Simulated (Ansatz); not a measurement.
BN (space group F-43m) relaxed with several functionals in Ansatz (plane waves to 420 eV, scalar-relativistic PAW, no spin-orbit coupling, symmetry kept). The database cell has 5.96 Å³/atom; its temperature or method isn't stated, so the comparison with it is no error of the functional. No moments.

```tsv
functional	conventional cell	V (Å³/atom)	against the database cell (%)	gap on mesh (eV)	largest moment (μB)
PBE	a = 3.625 Å, b = 3.625 Å, c = 3.625 Å, α = 90.00°, β = 90.00°, γ = 90.00°	5.95	-0.1	4.46	0.00
LDA	a = 3.581 Å, b = 3.581 Å, c = 3.581 Å, α = 90.00°, β = 90.00°, γ = 90.00°	5.74	-3.7	4.39	0.00
PBE+D3(BJ)	a = 3.607 Å, b = 3.607 Å, c = 3.607 Å, α = 90.00°, β = 90.00°, γ = 90.00°	5.86	-1.6	4.48	0.00
```